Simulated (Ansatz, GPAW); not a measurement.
# 1T-NiTe2 under honeycomb AsSb, AC: simulated STM images, part 3 of 4

What would a tunnelling microscope show on 1T-NiTe2 under honeycomb AsSb, AC?

GPAW 26.7.0 and Ansatz 0.2.0; Ansatz plane waves; layer without images along its normal, relaxation of atoms and in-plane cell, with D3(BJ) dispersion (the session's first sound run).

So far. Step 2 (Relaxation): The relaxation lowered the energy of the cell by 0.116 eV. Step 3 (The slab's potential): The potential is flat to 5.8e-5 eV/Å where it is read, so the vacuum is wide enough. The geometry is the other program's minimum (found with a dispersion term); here the largest force on a free atom is 0.082 eV/Å.

## 4. A second plane-wave code

A second program with its own datasets checks the number independently.

This step: Ansatz plane waves; slab in vacuum with a dipole correction (Ansatz 0.2.0).

input.yaml

```yaml
crystal:
  lattice:
    - [3.7588620143, 0.0, 0.0]
    - [-1.8794310071, 3.2552699937, 0.0]
    - [0.0, 0.0, 38.1479233241]
  atoms:
    - { symbol: Te, position: [0.6666666667, 0.3333333333, 0.2236893919] }
    - { symbol: Ni, position: [0.0, 0.0, 0.2598006177] }
    - { symbol: Te, position: [0.3333333333, 0.6666666667, 0.295707996] }
    - { symbol: Sb, position: [0.3333333333, 0.6666666667, 0.3973510401] }
    - { symbol: As, position: [0.0, 0.0, 0.437794815] }
kpoints:
  mp_grid: { grid: [9, 9, 1] }
hamiltonian:
  xc: pbe
scf:
  occupations: { method: fermi_dirac, width: 0.05 }
efield:
  axis: 3
  dipole_correction: true
  ramp_width: 0.05
output:
  forces: true
  band_densities: [{ e_range: [-0.5, 0] }, { e_range: [0, 0.5] }]
  write_potential: true
  write_density: true
  volumetric_format: npy
```

On the command line:

```console
ansatz run input.yaml --threads 4 --pin off --max-ram 8192MiB --backend cpu --events-out ev --progress --plain --runs-dir out
```

Numbers of over 12 decimals in the logs are rounded to 6 here.

What it wrote:

```text
[...]
Crystal: 5 atoms, lattice volume = 466.782 Å³
Basis set: ecut = 420 eV, 9175 PW (Γ), exchange–correlation on 54×54×512 points (8 copies of the dense FFT grid, shifted against one another)
Bands: 48, of which v1, the nominal top of the filled ones, is band 40 counted from 1 (39 counted from 0)
Symmetry: 6 space group operations
[...]
k-points: 12 of 81 (time reversal used)
[...]
SCF iter   1: F=—  HF=-31140.570882 eV  |F-HF|=—  |Δ(HF+E_count)|=         —  Δρ=2.19e-3  dr2=6.78e-2  ethr=1.77e-3  p=-0.027 e·Å  D=-1.06e-2 V/Å  ΔV_dip=0.41 eV  dr2_dipole=1.32e-2  V_vac-E_F(+/−)=4.85/4.44 eV  ⟨swp⟩=11.3  Hψ=2738  notcnv=0  defer=2
efield: sawtooth ramp at fractional position 0.8057 (placed from the atoms, in the widest stretch of the axis that holds none; the zero of the levels goes with the place), width 0.0500; the density the first Hamiltonian is built on has a dipole p = -0.027 e·Å; the dipole correction subtracts the counter field D = -1.06e-2 V/Å, which shifts the + side's vacuum level by +0.41 eV against the − side's; the planar-averaged density in the ramp window peaks in size at 5.4e-7 e/Å³
[...]
SCF iter   2: F=—  HF=-31140.619389 eV  |F-HF|=—  |Δ(HF+E_count)|=   4.85e-2  Δρ=3.27e-3  dr2=4.61e-1  ethr=8.48e-5  p=0.031 e·Å  D=1.20e-2 V/Å  ΔV_dip=-0.46 eV  dr2_dipole=4.11e-2  V_vac-E_F(+/−)=4.02/4.48 eV  ⟨swp⟩=4.1  Hψ=1199  notcnv=0  defer=20
[...]
SCF iter   9: F=-31140.565329 eV  HF=-31140.565329 eV  |F-HF|=2.32e-8  |Δ(HF+E_count)|=   5.66e-7  Δρ=1.88e-6  dr2=1.68e-8  ethr=1.25e-10  p=-0.001 e·Å  D=-4.85e-4 V/Å  ΔV_dip=0.02 eV  dr2_dipole=6.20e-12  V_vac-E_F(+/−)=4.51/4.49 eV  ⟨swp⟩=18.2  Hψ=4430  notcnv=0
SCF 1 converged in 9 iterations: F = -31140.565329 eV  dr2 = 1.68e-8
[...]
WARN: The output density's exchange-correlation potential varies sharply where the density is thin. Do not read a vacuum level from v_tot or v_xc, or from such a field of the output density. On a cell that repeats whose density bears no net charge and no dipole along the vacuum's axis use v_es (v_loc + v_h of the components); under efield.dipole_correction with no amplitude use v_es + v_field, which holds any externa [...]
SCF converged after 9 iterations
Free energy (F): -31140.565329 eV
[...]
Internal energy: -31140.548509 eV  (E = F + TS)
E sigma→0 (E₀):  -31140.556919 eV
Entropy (-TS):   -0.016820 eV (-3.364 meV/atom)
Fermi energy:    -0.392171 eV
Dipole field:    D = -0.000487 V/Å  (p = -0.001256 e·Å, saw-weighted, corrected)
Work function:   Φ+ = 4.5081 eV   Φ− = 4.4895 eV
Levels:          The Fermi level and band energies are counted from a zero that moves with the ramp; work functions are not
[...]
--- Forces (eV/Å), atoms counted from 1 ---
  atom   1  Te     0.00000000     0.00000000    -0.09323572
  atom   2  Ni     0.00000000     0.00000000    -0.03207494
  atom   3  Te     0.00000000    -0.00000000    -0.02375562
  atom   4  Sb     0.00000000    -0.00000000     0.08674017
  atom   5  As    -0.00000000     0.00000000     0.06232441
  max |Σ_I F_I| component: 1.69e-6 eV/Å
--- Band table (eV; the first three rows and the last of 12) ---
  k-point 0: bands = [... 36 lower, -0.9065, -0.8775, 0.0704, 0.0704, 1.1842, 1.2488, 1.2488, 2.4189, ... 4 higher]
  k-point 1: bands = [... 36 lower, -1.2317, -0.8382, -0.6300, -0.2623, 0.5288, 1.2146, 1.6002, 2.4787, ... 4 higher]
  k-point 2: bands = [... 36 lower, -1.8523, -1.6328, -0.9599, -0.8339, -0.1609, 0.7366, 1.1035, 3.0464, ... 4 higher]
  k-point 11: bands = [... 36 lower, -2.8070, -2.6162, -2.0817, -2.0348, -0.2049, -0.1090, 0.4376, 2.3743, ... 4 higher]
--- Band densities, each state counted as filled ---
  window                                       electrons  max residual (eV)  cut levels
  e_range: [-0.5, 0]                            0.765432             2.8e-9           0
  e_range: [0, 0.5]                             1.481481             3.2e-5           0
```

Elapsed: 16 s, on 4 threads of Intel Xeon Platinum 8488C (Sapphire Rapids), shared host; peak memory 1 GiB.

Reading the cycles: dr2 is the Hartree energy of the density residual (eV), the measure of convergence; HF is the Harris–Foulkes estimate of the energy, which meets the free energy F at convergence.

This step gave:

| Quantity | Value |
| --- | --- |
| free energy | -31140.5653 eV |
| upper work function | 4.508 eV |
| lower work function | 4.490 eV |
| dipole along the normal | -0.001256 e·Å |
| dipole field | -4.87e-4 V/Å |
| vacuum level above | 4.116 eV |
| vacuum level below | 4.097 eV |
| corrugation e range -0.5 0 4 | 0.1291 Å |
| decay e range -0.5 0 | 1.091 Å⁻¹ |
| apparent barrier e range -0.5 0 | 4.533 eV, hbar² kappa² / 2m (holds the in-plane momentum too) |
| corrugation e range 0 0.5 4 | 0.01230 Å |
| decay e range 0 0.5 | 1.164 Å⁻¹ |
| apparent barrier e range 0 0.5 | 5.160 eV, hbar² kappa² / 2m (holds the in-plane momentum too) |

The electrostatic potential energy of an electron (with the applied field's), less the Fermi level, planar mean oscillates, so the rows of the table below give means over windows of 1 Å about each position, cut where the curve ends. Its maxima inside the range that stand out by 2 % of the span (Å: eV): 8.5: 0.197, 11.3: 0.163, 13.1: 3.61. Its minima: 7.9: -2.75, 10.0: -8.96, 11.9: -2.80, 15.2: -7.53.

Table of electrostatic potential energy of an electron (with the applied field's), less the Fermi level, planar mean by z; means over each step:

```tsv
z (Å)	electrostatic potential energy of an electron (with the applied field's), less the Fermi level, planar mean (eV)
0	4.49
1	4.49
2	4.49
3	4.49
4	4.49
5	4.48
6	4.40
7	3.26
8	-1.31
9	-3.84
10	-8.30
11	-2.59
12	-1.05
13	3.29
14	0.843
15	-6.57
16	-5.44
17	-1.59
18	3.01
19	4.41
20	4.50
21	4.51
22	4.51
23	4.51
24	4.51
25	4.51
26	4.51
27	4.51
28	4.51
29	4.51
30	4.51
31	4.51
32	4.50
33	4.49
34	4.49
35	4.49
36	4.49
37	4.49
```

The valence density, planar mean oscillates, so the rows of the table below give means over windows of 1.49 Å about each position, cut where the curve ends. Its maxima inside the range that stand out by 2 % of the span (Å: e/Å³): 8.5: 1.24, 10.0: 2.04, 11.3: 1.24, 15.2: 1.23, 16.7: 1.45. Its minima: 9.2: 0.466, 10.6: 0.471, 13.3: 0.0249, 15.9: 0.371.

The valence density, planar mean by z; means over each step:

```tsv
z (Å)	valence density, planar mean (e/Å³)
3.72	1.3e-5
5.21	5.6e-4
6.70	0.0286
8.19	0.702
9.68	1.11
11.17	0.812
12.66	0.0908
14.15	0.220
15.64	0.746
17.13	0.660
18.62	0.0149
20.11	2.6e-4
21.60	5.5e-6
```

E_range_-0.5_0. The planar mean of the window's density by height over the top atom:

```tsv
height over the top atom (Å)	planar mean of the window's density (e/Å³)
1.50	0.00126
1.90	6.2e-4
2.10	4.3e-4
2.50	2.0e-4
2.70	1.3e-4
3.10	5.9e-5
3.30	3.9e-5
3.70	1.7e-5
3.90	1.1e-5
4.30	4.4e-6
4.50	2.8e-6
4.90	1.2e-6
5.10	7.4e-7
5.50	3.0e-7
5.70	1.9e-7
6.10	7.6e-8
6.30	4.8e-8
6.70	1.9e-8
6.90	1.2e-8
7.30	4.8e-9
7.50	3.0e-9
7.90	1.2e-9
```

Density over a1 and a2. Constant height 4 Å over the top atom, window e_range_-0.5_0.

Values in units of 1e-5 e/Å³, 12 rows by 16 columns, each cell a mean:
```
1.0 1.0 1.0 0.9 0.9 0.8 0.8 0.8 0.8 0.8 0.9 0.9 0.9 1.0 1.0 1.0
1.0 1.0 0.9 0.9 0.8 0.8 0.8 0.8 0.8 0.8 0.9 0.9 0.9 1.0 1.0 1.0
0.9 0.9 0.9 0.8 0.8 0.8 0.8 0.8 0.8 0.8 0.9 0.9 0.9 0.9 1.0 0.9
0.9 0.8 0.8 0.8 0.8 0.8 0.8 0.8 0.8 0.8 0.9 0.9 0.9 0.9 0.9 0.9
0.8 0.8 0.8 0.8 0.8 0.8 0.8 0.8 0.8 0.8 0.8 0.8 0.9 0.9 0.8 0.8
0.8 0.8 0.8 0.8 0.8 0.8 0.8 0.8 0.8 0.8 0.8 0.8 0.8 0.8 0.8 0.8
0.8 0.8 0.8 0.8 0.8 0.8 0.8 0.8 0.8 0.8 0.8 0.8 0.8 0.8 0.8 0.8
0.8 0.9 0.9 0.9 0.9 0.9 0.8 0.8 0.8 0.8 0.8 0.8 0.8 0.8 0.8 0.8
0.9 0.9 0.9 0.9 0.9 0.9 0.9 0.8 0.8 0.8 0.8 0.8 0.8 0.8 0.9 0.9
1.0 1.0 1.0 1.0 0.9 0.9 0.9 0.8 0.8 0.8 0.8 0.8 0.8 0.9 0.9 0.9
1.0 1.0 1.0 1.0 0.9 0.9 0.9 0.8 0.8 0.8 0.8 0.8 0.9 0.9 1.0 1.0
1.0 1.0 1.0 1.0 0.9 0.9 0.8 0.8 0.8 0.8 0.8 0.9 0.9 1.0 1.0 1.0
```
Columns: a1 from 0 to 0.963; rows upwards: a2 from 0 to 0.963.

Tip height over the top atom over a1 and a2. Constant current at the density 8.599e-06 e/Å^3, window e_range_-0.5_0.

Ten even steps from '0' (3.95 Å) to '9' (4.08 Å):
```
999887654322111223456788999
998876543221111223456788999
988765433211111233456788999
887655432110011234556788888
776554321100011234556778888
665443211000011234456677777
554332110000011233455666666
443321100000011233445556555
332211000000011223344555544
322110000000011223334444433
221100000000011222333333332
111100000000111122222222222
111111111111111111222222111
111111111111111111111111111
122222222222111111111111111
222333333222211111000111112
333344433332211110000111122
344455444333221100000112233
455555554433221100001122334
566666655443221100011223445
677777665543221111112234556
788887765543221111122345567
888888766543221111223456678
999988765543211111234556788
999988765433211112334567889
999988765432211122345678899
999987654332111123345678999
```
Columns: a1 from 0 to 0.963; rows upwards: a2 from 0 to 0.963.

E_range_0_0.5. Table of planar mean of the window's density by height over the top atom:

height over the top atom (Å), log10 planar mean of the window's density (e/Å³) and a bar from the least value:
```
     1.50       -3.2 ##############################
     1.90       -3.6 ############################
     2.10       -3.8 ###########################
     2.50       -4.1 ##########################
     2.70       -4.3 #########################
     3.10       -4.7 #######################
     3.30       -4.9 ######################
     3.70       -5.3 ####################
     3.90       -5.5 ###################
     4.30       -5.9 #################
     4.50       -6.1 ################
     4.90       -6.5 ##############
     5.10       -6.7 ##############
     5.50       -7.2 ############
     5.70       -7.4 ###########
     6.10       -7.8 #########
     6.30       -8.0 ########
     6.70       -8.4 ######
     6.90       -8.6 #####
     7.30       -9.0 ###
     7.50       -9.2 ##
     7.90       -9.6
```

Density over a1 and a2. Constant height 4 Å over the top atom, window e_range_0_0.5.

Ten even steps from '_' (2.42 × 1e-6 e/Å³) to '@' (2.48 × 1e-6 e/Å³):
```
############******++++++++++++++++++******############
########******++++================++++******##########
######******++++==--------------==++++******##########
####******++====--::::::::::::--====++******##########
####****++==----::::......::::----==++****############
##****++==----::....____....::----==++****####%%%%%%##
##**++++==--::..__________..::--==++++**####%%%%%%%%##
##**++==--::..____________..::--==++**####%%%%%%%%%%##
**++==--::::..__________..::::--==++**##%%%%%%%%%%%%##
**++==--::..____________..::--==++**##%%%%%%@@%%%%%%##
**++==--::..__________..::--==++**####%%%%@@@@%%%%####
**++==--::....____....::--==++****##%%%%@@@@@@%%%%##**
++++==--::::......::::--==++++**##%%%%@@@@@@@@%%%%##**
++++==--::::::::::::--==++++**##%%%%@@@@@@@@@@%%%%##**
**++==--------------==++****##%%%%@@@@@@@@@@@@%%%%##**
**++======----======++****##%%%%@@@@@@@@@@@@@@%%%%##**
**++++++======++++++**####%%%%@@@@@@@@@@@@@@@@%%%%####
****++++++++++++****####%%%%@@@@@@@@@@@@@@@@@@%%%%####
##**************####%%%%%%@@@@@@@@@@@@@@@@@@@@%%%%%%##
##************####%%%%%%@@@@@@@@@@@@@@@@@@@@@@%%%%%%##
####******######%%%%%%@@@@@@@@@@@@@@@@@@@@@@@@%%%%%%##
##############%%%%%%@@@@@@@@@@@@@@@@@@@@@@@@@@%%%%%%##
############%%%%%%%%%%%%%%%%%%%%%%%%%%%%%%%%%%%%%%%%##
############%%%%%%%%%%%%%%%%%%%%%%%%%%%%%%%%%%%%%%####
############%%%%%%%%%%################%%%%%%%%%%######
########################**********####################
##################********++++********################
```
Columns: a1 from 0 to 0.963; rows upwards: a2 from 0 to 0.963.

(Part 3 of 4 ends here.)

[Logs are printed without paths, hosts, clocks, repeated set-up lines and the standing remarks that a program may print on its own settings, such as how far it seeks lower states.]

[Hosts, paths, dates, database ids (printed as entryN), source tags and the programs' standing remarks are cut or masked in the printed files.]
